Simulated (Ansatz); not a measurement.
# Energy ranking of MgTe4 structures

Method: Ansatz 0.2.0, DFT PBE, scalar-relativistic, plane waves, PAW. Settings: cutoff 420 eV, Γ-centred meshes spaced at most about 0.3 Å⁻¹, and about 0.25 Å⁻¹ or finer for metals (2π included), Gaussian smearing. No spin polarisation.

Energies over the elements count from the elements' standard structures at the same level, with no fitted energy shifts.

These are static total energies at zero pressure. Only the structures computed here compete, so a lower one can exist. The k mesh leaves some 4 meV/atom of noise in the energy of each metallic cell. Spin–orbit coupling, which can matter for Te, is left out. The reference form of Te is held partly by dispersion forces, which this level lacks.

Invented guesses were relaxed alike, and ends that match in structure were merged. ΔE counts from the first row. Coordination counts Te atoms around Mg (those within 1.25 times the shortest such distance or 1.15 times the sum of covalent radii, 1.27 where that leaves under three; a plus sign parts nearer from farther groups; the shortest distance is added where it exceeds 1.18 times the sum of covalent radii). The ends were matched against large subsets of the Crystallography Open Database and the Materials Project, so a missing match doesn't prove that a structure is unreported.

```csv
#,reached from,type and space group,atoms,Å³/atom,coordination,ΔE (meV/atom),gap on mesh (eV),in databases
1,LuAg4 type (I4/m),I4/m (No. 87),5,37.6,Mg 4,0,0.00,no match
2,random cell,R-3m (No. 166),5,33.6,Mg 6,84,0.00,no match
3,SnI4 type (P-43m),P-43m (No. 215),5,32.6,Mg 4,379,0.00,no match
4,random cell,Pm-3m (No. 221),5,31.8,Mg 6,388,0.00,no match
5,Mn4N type (Pm-3m),Pm-3m (No. 221),5,38.3,Mg 12+8 from 4.1 Å,506,0.00,no match
```

The lowest: Space group I4/m (No. 87), tetragonal, a = 8.654 Å, c = 5.016 Å. Mg has 4 Te at 2.92 Å; Te has 2 Te at 2.90 Å and 1 Mg at 2.92 Å. Its energy over the elements is −0.10 eV/atom. Whether it is stable depends on the other phases of the system, which aren't compared here. An observed structure of this formula, if there is one, may be missing.

```cif
data_structure
_symmetry_space_group_name_H-M 'P 1'
_symmetry_Int_Tables_number 1
_cell_length_a 6.6134
_cell_length_b 6.6134
_cell_length_c 6.6134
_cell_angle_alpha 98.268
_cell_angle_beta 98.268
_cell_angle_gamma 135.431
_cell_volume 187.83
loop_
_atom_site_label
_atom_site_type_symbol
_atom_site_fract_x
_atom_site_fract_y
_atom_site_fract_z
_atom_site_occupancy
Mg1 Mg 0.00000 0.00000 0.00000 1
Te1 Te 0.28839 0.17521 0.46361 1
Te2 Te 0.17521 0.71161 0.88682 1
Te3 Te 0.71161 0.82479 0.53639 1
Te4 Te 0.82479 0.28839 0.11318 1
```

The second: Space group R-3m (No. 166), trigonal, a = 6.615 Å, c = 13.287 Å. Mg is surrounded by 6 Te at 2.92 Å; Te on a site of symmetry 2/m is surrounded by 2 Mg at 2.92 Å and 6 Te at 3.31 Å; around Te on a site of symmetry -3m lie 6 Te at 3.31 Å. Counting Te atoms around Mg, the first has Mg 4 and the second has Mg 6. The first holds Te–Te chains (shortest 2.90 Å); in the second the shortest Te–Te distance is 3.31 Å, near bonding range too. Cells relaxed within their symmetry can be saddle points. Some structure types and database cells were kept out of the candidates from the start, so a known form may be missing.
